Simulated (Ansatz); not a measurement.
# TiC (Fm-3m) in Ansatz: further runs

One crystal, TiC, is run at these levels: LDA; tasks: single point, equation of state.

Everything below comes from runs of Ansatz 0.2.0. Logs are shortened: lines on timing, memory, paths and dates and some standing lists are left out, and cuts for length are marked.

**1. Starting point**

The structure is cubic, space group Fm-3m (No. 225). The conventional cell has a = 4.331 Å, b = 4.331 Å, c = 4.331 Å, α = 90.00°, β = 90.00°, γ = 90.00°. Around Ti (site symmetry m-3m) lie 6 C at 2.17 Å. C (site symmetry m-3m) is surrounded by 6 Ti at 2.17 Å.

The cell is a database's computed one.

**2. Single point, LDA, 9.55 Å³/atom (volume scaled by 0.94)**

Contents of input.yaml:

```yaml
crystal:
  lattice:
    - [0.0, 2.1215080947, 2.1215080947]
    - [2.1215080947, 0.0, 2.1215080947]
    - [2.1215080947, 2.1215080947, 0.0]
  atoms:
    - { symbol: Ti, position: [0.0, 0.0, 0.0] }
    - { symbol: C, position: [0.5, 0.5, 0.5] }
kpoints:
  mp_grid: { grid: [11, 11, 11] }
scf:
  occupations: { method: fermi_dirac, width: 0.05 }
hamiltonian:
  xc: lda
  pseudopotentials: { kind: all_electron, lapw: { basis_error: 0.001 } }
output:
  forces: true
  stress: true
  eigenvalues: true
```

Potentials or basis: all-electron LAPW, scalar-relativistic.

Started as:

```bash
> ansatz run input.yaml --threads 1 --pin off --max-ram 3072MiB --backend cpu --events-out ev --progress --plain --runs-dir out
```

Standard output:

```text
Warning: RAYON_NUM_THREADS=1 ignored (pool sized by the plan → 1); use --threads N
LAPW: plane waves up to 9.227 Å⁻¹, error target 1.0e-3 eV per atom; small_component_spin mean_spin; C in spheres of 0.923 Å, 6 of its electrons in bands, Dirac shells []; Ti in spheres of 1.199 Å, 18 of its electrons in bands, Dirac shells [] (how accurate: hamiltonian.pseudopotentials.lapw.basis_error, Limitations)
Engine: ansatz 0.2.0, aarch64-unknown-linux-gnu
Pseudopotentials: kind: all_electron
Pseudopotential: Ti, LAPW, valence charge 18, lapw/all_electron/scalar/gaussian/Ti, Koelling and Harmon's equation, gaussian nucleus
Pseudopotential: C, LAPW, valence charge 6, lapw/all_electron/scalar/gaussian/C, Koelling and Harmon's equation, gaussian nucleus
Functional definition: SPW92
  exchange = slater_x
  correlation = pw_c
Crystal: 2 atoms, lattice volume = 19.097 Å³
Basis set: ecut = 324.340131758683 eV, 259 PW (Γ), exchange–correlation at level 2
Bands: 16, of which v1, the nominal top of the filled ones, is band 12 counted from 1 (11 counted from 0)
Symmetry: 48 space group operations
Space group: Fm-3m (ITA 225), of the structure as read, at distance tolerance 2.7e-5 Å
k-points: 56 of 1331
Non-local potential: Ti, projectors of the file, none
Non-local potential: C, projectors of the file, none
Initial density: superposition of atomic densities (chi_scale 0.1, normalization cell, long waves kept (reshape's long-wave potential 0.00 eV rms))
Initial wavefunctions: plane waves of lowest kinetic energy (no species holds an atomic orbital)
Functional: x = slater, c = lda
iter 1 solved again at ethr=2.57e-2 eV; its pass at ethr=1.00e-1 eV (dr2=6.16e0 eV) is discarded
SCF iter   1: F=—  HF=-24217.189248 eV  |F-HF|=—  |Δ(HF+E_count)|=         —  Δρ=1.65e-1  dr2=6.16e0  ethr=2.57e-2  ⟨swp⟩=2.0  Hψ=5647  notcnv=0
preconditioner: auto → none  [insulator: Δε(μ)=0.154 eV  Ē_g=20.675 eV  σ=0.050 eV  W_gap=0.56  n_scr=8 (ndim 8)  ℏωp=31.8 eV  f_vac=0.000  D(μ)=0.12/eV (n_scr^D=0)  ε∞_Penn≈3.4]
SCF iter   2: F=—  HF=-24217.851618 eV  |F-HF|=—  |Δ(HF+E_count)|=   6.62e-1  Δρ=1.75e-1  dr2=6.76e0  ethr=2.57e-2  ⟨swp⟩=3.0  Hψ=2889  notcnv=0
iter 3 solved again at ethr=1.72e-4 eV; its pass at ethr=2.57e-2 eV (dr2=4.13e-2 eV) is discarded
SCF iter   3: F=—  HF=-24214.938281 eV  |F-HF|=—  |Δ(HF+E_count)|=    2.91e0  Δρ=1.88e-2  dr2=4.17e-2  ethr=1.72e-4  ⟨swp⟩=2.2  Hψ=4578  notcnv=0
SCF iter   4: F=—  HF=-24214.906839 eV  |F-HF|=—  |Δ(HF+E_count)|=         —  Δρ=9.05e-3  dr2=7.55e-3  ethr=1.72e-4  ⟨swp⟩=3.0  Hψ=2920  notcnv=0
the basis was enlarged: its passes take 37.6 KiB over the memory plan, 1 of 1 planned eigensolver slots
SCF iter   5: F=—  HF=-24214.903244 eV  |F-HF|=—  |Δ(HF+E_count)|=   3.60e-3  Δρ=1.92e-3  dr2=7.45e-4  ethr=3.14e-5  ⟨swp⟩=2.0  Hψ=2592  notcnv=0
SCF iter   6: F=—  HF=-24214.902715 eV  |F-HF|=—  |Δ(HF+E_count)|=   5.29e-4  Δρ=8.45e-4  dr2=1.30e-4  ethr=3.11e-6  ⟨swp⟩=2.0  Hψ=2533  notcnv=0
SCF iter   7: F=—  HF=-24214.902538 eV  |F-HF|=—  |Δ(HF+E_count)|=   1.77e-4  Δρ=2.76e-4  dr2=1.28e-5  ethr=5.43e-7  ⟨swp⟩=2.0  Hψ=2536  notcnv=0
SCF iter   8: F=—  HF=-24214.902516 eV  |F-HF|=—  |Δ(HF+E_count)|=   2.20e-5  Δρ=4.81e-5  dr2=3.59e-7  ethr=5.33e-8  ⟨swp⟩=2.5  Hψ=2579  notcnv=0
SCF iter   9: F=-24214.902515 eV  HF=-24214.902515 eV  |F-HF|=8.09e-9  |Δ(HF+E_count)|=   7.58e-7  Δρ=3.35e-6  dr2=1.65e-9  ethr=1.50e-9  ⟨swp⟩=3.0  Hψ=2667  notcnv=0
SCF 1 converged in 9 iterations: F = -24214.902515 eV  dr2 = 1.65e-9
SCF converged after 9 iterations
Free energy (F): -24214.902515 eV
Harris-Foulkes:  -24214.902515 eV  (|F-HF|=8.09e-9)
Internal energy: -24214.899783 eV  (E = F + TS)
E sigma→0 (E₀):  -24214.901149 eV
Entropy (-TS):   -0.002732 eV (-1.366 meV/atom)
Fermi energy:    15.999811 eV
--- Per-component energies (eV) ---
  E_band       = -3107.212757
  E_kinetic    = 24421.157469
  E_xc         = -1238.367848
  E_electrostatic = -47397.689404  (all electrons and nuclei)
  E_smearing   = -0.002732  (= −TS)
  E_closure    = 0.000000  (closes the sum)
  E_atoms      = -24195.367548  (free atoms, spherical and without spin; not in F)
  Σ components = -24214.902515   (vs F -24214.902515, Δ=0.00e0)
  Basis errors (estimates in eV, not in F): energy 3.2e-4 per atom: plane waves 2.8e-4 (1.6e-4 summed), levels above the bands 1.0e-20, relativity 5.6e-9, radial functions 4.1e-5, core shells 4.4e-7; eigenvalues (radial functions only) 3.5e-6; not estimated: angular momenta, meshes, grids; target (lapw.basis_error) 1.0e-3; muffin-tin radii C 0.923 Å, Ti 1.199 Å
--- Forces (eV/Å), atoms counted from 1 ---
  atom   1  Ti    -0.00000000     0.00000000    -0.00000000
  atom   2  C      0.00000000    -0.00000000    -0.00000000
  max |Σ_I F_I| component: 7.89e-31 eV/Å
--- Stress (GPa, compression-positive) ---
        3.806265      -0.000000       0.000000
       -0.000000       3.806265       0.000000
        0.000000       0.000000       3.806265
  P = ⅓ Tr σ = 3.8063 GPa (38.063 kbar)
--- Band table (eV; the first three rows and the last of 56) ---
  k-point 0: bands = ["-421.3762", "-421.3762", "-421.3762", "-245.7531", "-39.8441", "-16.1481", "-16.1481", "-16.1481", "3.4352", "16.5924", "16.5924", "16.5924", "17.7041", "17.7041", "17.7041", "17.7923"]
  k-point 1: bands = ["-421.3762", "-421.3762", "-421.3762", "-245.7531", "-39.8361", "-16.2018", "-16.1530", "-16.1530", "3.6386", "15.7592", "16.0720", "16.0720", "16.9732", "16.9732", "18.1305", "19.3413"]
  k-point 2: bands = ["-421.3762", "-421.3762", "-421.3762", "-245.7531", "-39.8145", "-16.3437", "-16.1659", "-16.1659", "4.2202", "14.2899", "14.8741", "14.8741", "17.3404", "17.3404", "18.6193", "21.0082"]
  k-point 55: bands = ["-421.3762", "-421.3762", "-421.3762", "-245.7531", "-39.7091", "-16.5607", "-16.5322", "-16.3582", "6.4676", "12.4570", "12.6539", "13.3433", "18.6073", "19.0599", "19.8272", "21.7349"]
```

It took 6.7 s on 1 thread of Arm Neoverse V2, shared host; peak memory 0.28 GiB.

Results:

* Free energy: -24214.9025 eV
* Pressure: 3.8 GPa
* Band gap on the k mesh: none (metal or under the smearing width)

**3. Single point, LDA, 9.75 Å³/atom (volume scaled by 0.96)**

input.yaml, as its differences from that of step 2:

```diff
@@ -2,5 +2,5 @@
   lattice:
-    - [0.0, 2.1215080947, 2.1215080947]
-    - [2.1215080947, 0.0, 2.1215080947]
-    - [2.1215080947, 2.1215080947, 0.0]
+    - [0.0, 2.1364487848, 2.1364487848]
+    - [2.1364487848, 0.0, 2.1364487848]
+    - [2.1364487848, 2.1364487848, 0.0]
   atoms:
```

Potentials or basis: all-electron LAPW, scalar-relativistic.

Started as:

```bash
> ansatz run input.yaml --threads 1 --pin off --max-ram 3072MiB --backend cpu --events-out ev --progress --plain --runs-dir out
```

Run time: 6.4 s. Hardware: 1 thread of Arm Neoverse V2, shared host; peak memory 0.28 GiB.

Results (log left out):

| Item | Value |
| --- | --- |
| Free energy | -24214.9044 eV |
| Pressure | -2.2 GPa |
| Band gap on the k mesh | none (metal or under the smearing width) |

**4. Single point, LDA, 9.95 Å³/atom (volume scaled by 0.98)**

input.yaml, as its differences from that of step 3:

```diff
@@ -2,5 +2,5 @@
   lattice:
-    - [0.0, 2.1364487848, 2.1364487848]
-    - [2.1364487848, 0.0, 2.1364487848]
-    - [2.1364487848, 2.1364487848, 0.0]
+    - [0.0, 2.1511833799, 2.1511833799]
+    - [2.1511833799, 0.0, 2.1511833799]
+    - [2.1511833799, 2.1511833799, 0.0]
   atoms:
```

Started as:

```bash
> ansatz run input.yaml --threads 1 --pin off --max-ram 3072MiB --backend cpu --events-out ev --progress --plain --runs-dir out
```

Wall time 6.4 s (1 thread of Arm Neoverse V2, shared host); peak memory 0.28 GiB.

It converged, with:

```yaml
Free_energy: -24214.8918 eV
Pressure: -7.6 GPa
Band_gap_on_the_k_mesh: none (metal or under the smearing width)
```

**5. Single point, LDA, 10.16 Å³/atom**

input.yaml, as its differences from that of step 4:

```diff
@@ -2,5 +2,5 @@
   lattice:
-    - [0.0, 2.1511833799, 2.1511833799]
-    - [2.1511833799, 0.0, 2.1511833799]
-    - [2.1511833799, 2.1511833799, 0.0]
+    - [0.0, 2.1657188437, 2.1657188437]
+    - [2.1657188437, 0.0, 2.1657188437]
+    - [2.1657188437, 2.1657188437, 0.0]
   atoms:
```

Started as:

```bash
> ansatz run input.yaml --threads 1 --pin off --max-ram 3072MiB --backend cpu --events-out ev --progress --plain --runs-dir out
```

It took 7.3 s on 1 thread of Arm Neoverse V2, shared host; peak memory 0.28 GiB.

It converged, with:

| Quantity | Value |
| --- | --- |
| Free energy | -24214.8662 eV |
| Pressure | -12.5 GPa |
| Band gap on the k mesh | none (metal or under the smearing width) |

**6. Single point, LDA, 10.36 Å³/atom (volume scaled by 1.02)**

input.yaml, as its differences from that of step 5:

```diff
@@ -2,5 +2,5 @@
   lattice:
-    - [0.0, 2.1657188437, 2.1657188437]
-    - [2.1657188437, 0.0, 2.1657188437]
-    - [2.1657188437, 2.1657188437, 0.0]
+    - [0.0, 2.1800617706, 2.1800617706]
+    - [2.1800617706, 0.0, 2.1800617706]
+    - [2.1800617706, 2.1800617706, 0.0]
   atoms:
```

Potentials or basis: all-electron LAPW, scalar-relativistic.

Started as:

```bash
> ansatz run input.yaml --threads 1 --pin off --max-ram 3072MiB --backend cpu --events-out ev --progress --plain --runs-dir out
```

It took 6.5 s on 1 thread of Arm Neoverse V2, shared host; peak memory 0.28 GiB.

It converged, with:

| Quantity | Value |
| --- | --- |
| Free energy | -24214.8289 eV |
| Pressure | -16.9 GPa |
| Band gap on the k mesh | none (metal or under the smearing width) |

**7. Single point, LDA, 10.56 Å³/atom (volume scaled by 1.04)**

input.yaml, as its differences from that of step 6:

```diff
@@ -2,5 +2,5 @@
   lattice:
-    - [0.0, 2.1800617706, 2.1800617706]
-    - [2.1800617706, 0.0, 2.1800617706]
-    - [2.1800617706, 2.1800617706, 0.0]
+    - [0.0, 2.1942184125, 2.1942184125]
+    - [2.1942184125, 0.0, 2.1942184125]
+    - [2.1942184125, 2.1942184125, 0.0]
   atoms:
```

Started as:

```bash
> ansatz run input.yaml --threads 1 --pin off --max-ram 3072MiB --backend cpu --events-out ev --progress --plain --runs-dir out
```

Run time: 6.9 s. Hardware: 1 thread of Arm Neoverse V2, shared host; peak memory 0.28 GiB.

It converged, with:

```yaml
Free_energy: -24214.7809 eV
Pressure: -20.8 GPa
Band_gap_on_the_k_mesh: none (metal or under the smearing width)
```

**8. Single point, LDA, 10.77 Å³/atom (volume scaled by 1.06)**

input.yaml, as its differences from that of step 7:

```diff
@@ -2,5 +2,5 @@
   lattice:
-    - [0.0, 2.1942184125, 2.1942184125]
-    - [2.1942184125, 0.0, 2.1942184125]
-    - [2.1942184125, 2.1942184125, 0.0]
+    - [0.0, 2.2081947028, 2.2081947028]
+    - [2.2081947028, 0.0, 2.2081947028]
+    - [2.2081947028, 2.2081947028, 0.0]
   atoms:
```

Started as:

```bash
> ansatz run input.yaml --threads 1 --pin off --max-ram 3072MiB --backend cpu --events-out ev --progress --plain --runs-dir out
```

It took 7.2 s on 1 thread of Arm Neoverse V2, shared host; peak memory 0.28 GiB.

Results (log left out):

```yaml
Free_energy: -24214.7235 eV
Pressure: -24.4 GPa
Band_gap_on_the_k_mesh: none (metal or under the smearing width)
```

**9. Equation of state, LDA**

Potentials or basis: all-electron LAPW, scalar-relativistic.

This step only gathers the single runs of the series.

What came out:

```yaml
Equilibrium_volume: 9.67 Å³/atom
Bulk_modulus: 283 GPa
Pressure_derivative_of_the_bulk_modulus: 4.0
```

Energy against volume, from the lowest point:
| volume (Å³/atom) | energy (meV/atom) |
| --- | --- |
| 9.548 | 0.95 |
| 9.752 | 0.00 |
| 9.955 | 6.29 |
| 10.158 | 19.10 |
| 10.361 | 37.78 |
| 10.564 | 61.73 |
| 10.767 | 90.44 |
